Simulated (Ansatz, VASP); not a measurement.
TaSi5: VASP beside Ansatz

```
Ta Si
1.0
     4.49916    0.00000    0.00000
    -2.24958    3.89638    0.00000
     0.00000    0.00000    5.07857
Ta Si
1 5
Direct
  0.00000 0.00000 0.00000
  0.33333 0.66667 0.75117
  0.33333 0.66667 0.24883
  0.66667 0.33333 0.24883
  0.66667 0.33333 0.75117
  0.00000 0.00000 0.50000
```

Alike in both runs: functional PBE; k mesh 6 × 6 × 4; occupations gaussian, width 0.1 eV; no spin polarisation.

Ansatz relaxed the structure, and its values are those at the end. VASP's run is a single point on that final structure, the one shown.

```csv
,VASP,Ansatz
version,VASP 6.6.1,Ansatz 0.2.0
potentials or method,"VASP PAW PBE potentials, release 64 (Ta_pv, Si)","scalar-relativistic, plane waves, PAW"
plane-wave cutoff (eV),520,420
valence electrons in the cell,31,33
```

```tsv
	VASP	Ansatz	Ansatz less VASP
gap on the k mesh at the Fermi level (eV)	none	none	-
pressure (GPa)	0.0	0.0	-0.02
rms of the force components (eV/Å)	0.011	0.009	-0.0023
```

A gap of «none» marks a metal or a gap that the smearing closes. The two sets of potentials don't hold the same shells in valence.

Spin-orbit coupling is left out, which matters for the levels of Ta.
